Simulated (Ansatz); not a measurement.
# H-terminated Sn(111) slab, 1 bilayer: from the cell to its phonons, part 3 of 3

Wanted: phonon frequencies of H-terminated Sn(111) slab, 1 bilayer and what follows from them.

Ansatz 0.2.0; DFT LDA, scalar-relativistic, plane waves, PAW; PAW set soft_1.

So far. Step 3 (Relaxing to small forces for the phonons): The largest force component left is 0.40 meV/Å, within the tolerances set. Step 4 (Zone-centre response): Before it was imposed, the acoustic sum rule was missed by 1.7e-4 eV/Å² and the charge sum rule by 0.0028 e. Small misses are needed for a sound result but don't prove that mesh and cutoff are converged. The lowest optical mode is real, 142 cm⁻¹.

## (5) The dispersion

Stability and thermal properties need the whole zone. Linear response on a 3×3×1 q mesh gives force constants as far as a supercell of that size would, and the tensors from the zone-centre run are typed in so that the long-range dipole term is interpolated apart.

Contents of input.yaml:

```yaml
crystal:
  lattice:
    - [4.5798410765, 0.0, 0.0]
    - [-2.2899205382, 3.9662587175, 0.0]
    - [0.0, 0.0, 32.593500429]
  atoms:
    - { symbol: H, position: [0.0, 0.0, 0.2014981378] }
    - { symbol: H, position: [0.3333333333, 0.6666666667, 0.3322509156] }
    - { symbol: Sn, position: [0.0, 0.0, 0.2542748529] }
    - { symbol: Sn, position: [0.3333333333, 0.6666666667, 0.2794742005] }
  periodic: [true, true, false]
kpoints:
  mp_grid: { grid: [6, 6, 1] }
hamiltonian:
  xc: lda
  pseudopotentials: { kind: paw, azcp: { folder: soft_1 }, xc_functional: pbe }
scf:
  occupations: { method: fixed }
output:
  eigenvalues: true
phonons:
  method: dfpt
  qmesh: [3, 3, 1]
  temperatures: { t_max: 1000, t_step: 50 }
  qpath:
    path:
      - [0.0, 0.0, 0.0]
      - [0.5, 0.0, 0.0]
      - [0.33333333, 0.33333333, 0.0]
      - [0.0, 0.0, 0.0]
    npoints: 10
  isolated: true
  non_analytic_term:
    high_frequency_dielectric_tensor: [[3.2914, 0.0, 0.0], [0.0, 3.2914, 0.0], [0.0, 0.0, 1.1254]]
    born_effective_charges:
      - { species: H, tensor: [[-0.5964, 0.0, 0.0], [0.0, -0.5964, 0.0], [0.0, 0.0, -0.1666]] }
      - { species: H, tensor: [[-0.5964, 0.0, 0.0], [0.0, -0.5964, 0.0], [0.0, 0.0, -0.1666]] }
      - { species: Sn, tensor: [[0.5964, 0.0, 0.0], [0.0, 0.5964, 0.0], [0.0, 0.0, 0.1666]] }
      - { species: Sn, tensor: [[0.5964, 0.0, 0.0], [0.0, 0.5964, 0.0], [0.0, 0.0, 0.1666]] }
    source: "zone-centre run at this cell"
```

On the command line:

```bash
ansatz run input.yaml --threads 4 --pin off --max-ram 16384MiB --backend cpu --events-out ev --progress --plain --runs-dir out
```

Numbers of over 12 decimals in the logs are rounded to 6 here.

What it wrote:

```text
Warning: phonons: the dynamical matrix that this run interpolates holds no multipole term above the dipole-dipole one, and a site of this crystal is no centre of inversion, so its interpolated transverse optical and acoustic branches and sound speeds can stay off near Gamma, and the density of states and the thermodynamics with them. What a run solves at a wave vector of phonons.qpoints, Gamma apart, where the deck admits one, is free of this, and under fd what a larger phonons.supercell samples
[...]
Crystal: 4 atoms, lattice volume = 592.056 Å³
Basis set: ecut = 420 eV, 11623 PW (Γ), exchange–correlation on 64×64×450 points (8 copies of the dense FFT grid, shifted against one another)
Bands: 19, of which v1, the nominal top of the filled ones, is band 15 counted from 1 (14 counted from 0)
Symmetry: 12 space group operations
k-points: 7 of 36 (irreducible under 6 space group operations, time reversal used)
[...]
SCF iter   1: F=—  HF=-11789.915666 eV  |F-HF|=—  |Δ(HF+E_count)|=         —  Δρ=1.61e-2  dr2=1.58e0  ethr=3.10e-3  ⟨swp⟩=6.4  Hψ=666  notcnv=0  defer=9
[...]
SCF iter  10: F=-11789.321146 eV  HF=-11789.321146 eV  |F-HF|=2.73e-11  |Δ(HF+E_count)|=  2.18e-11  Δρ=1.59e-8  dr2=1.61e-12  ethr=1.00e-12  ⟨swp⟩=20.1  Hψ=1163  notcnv=0
SCF 1 converged in 10 iterations: F = -11789.321146 eV  dr2 = 1.61e-12
[...]
NSCF: frozen V_eff on 7 k-points
[...]
DFPT response loops at q = (0, 0, 0) (fractional): preconditioner auto → none (the input reference at scf.mixing.eps_inf says where Resta's filter doesn't serve); β = 0.50; Broyden in place of MSR1
[...]
SCF converged after 10 iterations
Free energy (F): -11789.321146 eV
[...]
Internal energy: -11789.321146 eV  (E = F + TS)
E sigma→0 (E₀):  -11789.321146 eV
Fermi energy:    -5.040116 eV
[...]
--- Band table (eV; the first three rows and the last of 7) ---
  k-point 0: bands = [... 11 lower, -10.4645, -7.1876, -5.0401, -5.0401, -4.4064, -1.5344, -1.5344, -1.4874]
  k-point 1: bands = [... 11 lower, -10.5454, -7.2377, -6.7978, -5.4898, -3.1180, -1.4955 (-1.4954°), -1.3401, -0.7564]
  k-point 2: bands = [... 11 lower, -11.0964, -7.9732, -7.3659, -6.1171, -3.3231, -1.4049, -0.9729, 0.2784]
  k-point 6: bands = [... 11 lower, -12.4450, -7.7473, -7.7127, -7.7127, -1.2366, -1.1524, -1.1524, 0.5653]
  ° read free of the cell's end (the report's vacuum.weakly_bound_levels)
--- Phonons (Γ-DFPT): 8 representative perturbations + reference (Σ response iterations 33) ---
  ASR residual: 3.221e-5 → 0.000e0 eV/Å²; symmetrization residual: 5.033e-6 eV/Å²
[...]
ASR residual per site (eV/Å²): 3.82e-6 3.14e-6 3.22e-5 3.17e-5
[...]
--- Phonons (arbitrary-q DFPT): 3 irreducible q on the 3×3×1 mesh ---
  q = [0.0000, 0.0000, 0.0000] (star 1, of the zone-centre solve; hermiticity 6.20e-7, symmetrization 4.73e-11, taken by the last average 1.52e-7): 0.00 0.00 0.00 142.48 201.60 201.60 351.00 351.00 537.50 537.50 1833.25 1855.60
  q = [0.0000, 0.3333, 0.0000] (star 6, 12 solved perturbations on 21 of 36 k-point pairs; hermiticity 1.74e-7, symmetrization 8.56e-11, taken by the last average 1.82e-7): 16.59 33.21 63.47 137.86 185.35 194.79 341.11 433.49 524.45 544.17 1830.06 1839.58
  q = [0.3333, 0.3333, 0.0000] (star 2, 8 solved perturbations in 124 linear systems a pass and spin channel, the states on 21 of 36 k-point pairs; hermiticity 3.99e-7, symmetrization 1.60e-8, taken by the last average 1.62e-7): 38.49 38.49 60.64 153.80 153.80 195.95 332.67 481.57 481.57 553.86 1832.17 1832.17
  sum rule: each row above includes the acoustic sum rule's correction from the zone centre's row sums; it moved no ω² by more than (1.01 cm⁻¹)²
  mesh force constants: q→R imaginary residual 0.00e0; ASR residual 3.221e-5 → 0.000e0 eV/Å²; symmetrization residual 1.066e-14 eV/Å²
  interpolated dispersion: 31 rows × 12 modes
  density of states and harmonic sums: on the 18×18×1 q-mesh, interpolated from the force constants of a 3×3×1 supercell (with the dipole–dipole term of supplied tensors)
  largest difference from the sums on the solved wave vectors: F 1.09e-1 eV, S 1.37e-4 and C_V 2.79e-5 eV/K
  zero-point energy: 0.380651 eV/cell   skipped modes (ω ≤ 0): 3   left out of the sums: 7.72e-4 of the cell's modes: C_V's classical limit lies that fraction below 3 k_B per atom; for a crystal, a wire or a layer, F and S can be off by more, and a phonons.interpolated_qmesh denser along its periods is the remedy for the sampling
```

Elapsed: 2.4 min, on 4 threads of Arm Neoverse V2, shared host; peak memory 1.3 GiB; 9.1 min of CPU time.

Numbers from this step:

```
sum-rule residual before enforcement                       : 3.22e-5 eV/Å²
lowest frequency on the path                               : 0 cm⁻¹
highest frequency on the path or at a solved wavevector    : 1856 cm⁻¹
mean frequency                                             : 512 cm⁻¹
lowest mode on the q mesh (acoustic modes at Γ apart)      : 16.59 cm⁻¹
zero-point energy per atom                                 : 95.16 meV
heat capacity at 300 K                                     : 17.75 J/(mol atoms K)
vibrational entropy at 300 K                               : 28.96 J/(mol atoms K)
edges of the widest gap between branches, on path and mesh : 553.9, 1830 cm⁻¹
```

Frequencies (cm⁻¹) solved at each irreducible wavevector; negative means imaginary. Frequencies by wavevector, by row:

```
q in reciprocal lattice units  star  mode 1  mode 2  mode 3  mode 4  mode 10  mode 11  mode 12
                        0 0 0     1       0       0       0   142.5    537.5     1833     1856
                   0 0.3333 0     6    16.6    33.2    63.5   137.9    544.2     1830     1840
              0.3333 0.3333 0     2    38.5    38.5    60.6   153.8    553.9     1832     1832
```

Interpolated from a 3×3×1 q mesh, with the LO-TO term (at Γ the limit along the path; where Γ stands inside the path, tables give the limit on arrival). The phonon branches at the labelled points (cm⁻¹):

```
  point  branch 1  branch 2  branch 3  branch 4  branch 9  branch 10  branch 11  branch 12
      Γ         0         0         0       142       538        538       1833       1856
halfway        11        33        62       133       534        541       1830       1844
      M        26        27        52       157       515        549       1830       1835
halfway        30        42        52       153       505        552       1831       1834
      K        38        38        61       154       482        554       1832       1832
halfway        14        42        61       133       528        544       1830       1842
      Γ         0         0         0       142       538        538       1833       1856
```

Tetrahedra on a 18×18×1 mesh, mean over bins of 20 cm-1. Interpolated from a 3×3×1 q mesh. Phonon density of states against wavenumber; read off at these points:

```
wavenumber (cm⁻¹)  phonon density of states (1/cm⁻¹/cell)
               10                                  0.0279
               30                                  0.0562
               70                                  0.0131
              130                                  0.0238
              190                                  0.0690
              210                                 0.00626
              270                                       0
              330                                  0.0253
              390                                  0.0046
              450                                  0.0201
              510                                  0.0224
              550                                  0.0474
              590                                       0
              650                                       0
              710                                       0
              770                                       0
              830                                       0
              890                                       0
              970                                       0
             1030                                       0
             1090                                       0
             1150                                       0
             1210                                       0
             1270                                       0
             1350                                       0
             1410                                       0
             1470                                       0
             1530                                       0
             1590                                       0
             1650                                       0
             1730                                       0
             1790                                       0
             1830                                  0.0807
             1850                                  0.0193
```

The partial phonon density of states has structure finer than the step of the table below, so its rows give means over 50 cm⁻¹, whole bins alone (the curve runs from -10 to 1921 cm⁻¹). Peaks (cm⁻¹: height): H 342.2: 0.0264, 451.6: 0.0144, 536.6: 0.0367, 1836.2: 0.0521; Sn 38.6: 0.0490, 196.5: 0.0436.

Phonopy on the run's constants, 15x15x1 mesh, Gaussian sigma 13.8 cm-1. Interpolated from a 3×3×1 q mesh. Table of partial phonon density of states by wavenumber; means over each step; values in 1/cm⁻¹/cell:

```
wavenumber (cm⁻¹)        H       Sn
               50   7.1e-4   0.0383
              100   8.2e-5  0.00570
              150   1.4e-4   0.0257
              200   2.0e-4   0.0298
              250   7.3e-6   8.6e-4
              300  0.00358   1.8e-5
              350   0.0174   1.2e-4
              400  0.00592   1.4e-4
              450   0.0115   3.2e-4
              500   0.0148   2.4e-4
              550   0.0251   2.3e-4
              600   6.7e-4   6.3e-6
              650        0        0
              700        0        0
              750        0        0
              800        0        0
              850        0        0
              900        0        0
              950        0        0
             1000        0        0
             1050        0        0
             1100        0        0
             1150        0        0
             1200        0        0
             1250        0        0
             1300        0        0
             1350        0        0
             1400        0        0
             1450        0        0
             1500        0        0
             1550        0        0
             1600        0        0
             1650        0        0
             1700        0        0
             1750   1.2e-6        0
             1800   0.0106   8.2e-5
             1850   0.0288   2.3e-4
```

Harmonic thermodynamic functions per atom, from the density of states. Interpolated from a 3×3×1 q mesh. Thermodynamic functions, by row:

```
T (K)  F_vib (meV/atom)  S (J/mol-atom/K)  C_V (J/mol-atom/K)
    0             95.16                 0                   0
  100             87.89             13.31               10.52
  200             69.23             22.23                15.3
  300             42.55             28.96               17.75
  400               9.7             34.26               19.11
  500            -28.15             38.64               20.09
  600            -70.18             42.37               20.87
  700            -115.8             45.64               21.52
  800            -164.7             48.55               22.04
  900            -216.4             51.17               22.47
 1000            -270.6             53.56               22.82
```

Symmetry leaves 3 wavevectors to solve. The lowest mode among them, the acoustic zeros apart, lies at q = (0, 0.333, 0) and is real, 16.6 cm⁻¹.

## (6) Outcome

| Item | Value |
| --- | --- |
| space group after relaxation (within 0.01 Å) | P-3m1 |
| area per atom | 4.54 Å² |
| gap on the k-mesh | 0.634 eV |
| highest optical mode at the zone centre (no LO-TO term) | 1856 cm⁻¹ |
| lowest optical zone-centre mode | 142 cm⁻¹ |
| largest Born charge (third of the trace) | -0.453 e |
| lowest mode on the q mesh (acoustic modes at Γ apart) | 16.6 cm⁻¹ |
| highest frequency on the path or at a solved wavevector | 1856 cm⁻¹ |
| zero-point energy per atom | 95.2 meV |
| heat capacity at 300 K | 17.7 J/(mol atoms K) |
| vibrational entropy at 300 K | 29.0 J/(mol atoms K) |
| imaginary modes on the 3×3×1 q mesh | none |

What this shows: The structure is a minimum as far as tested: no mode is imaginary at the 3 irreducible wavevectors of the 3×3×1 mesh, and the softest away from the acoustic zeros lies at 17 cm⁻¹. Without the field, the optical modes at Γ span 142 to 1856 cm⁻¹. The highest mode in this list at Γ, 1855.6 cm⁻¹, is mostly motion of H (99 % of the kinetic energy). The strongest infrared line is at 351 cm⁻¹. On the path and the mesh, the widest gap between branches runs from 554 to 1830 cm⁻¹. In a sheet or slab the interpolated bending branch near Γ is rough, since the rotational sum rule isn't imposed. Dielectric tensors refer to the cell with its vacuum. Spin-orbit coupling is left out, which can matter for the heavy elements here. The PAW files were made for PBE and serve the other functionals too. The starting cell was built on a prototype and not taken from a measurement. These are harmonic frequencies at zero temperature: anharmonic shifts, linewidths and thermal expansion are left out.

[Logs are printed without paths, hosts, clocks, repeated set-up lines and the standing remarks that a program may print on its own settings, such as how far it seeks lower states.]

[Hosts, paths, dates, database ids (printed as entryN), source tags and the programs' standing remarks are cut or masked in the printed files.]
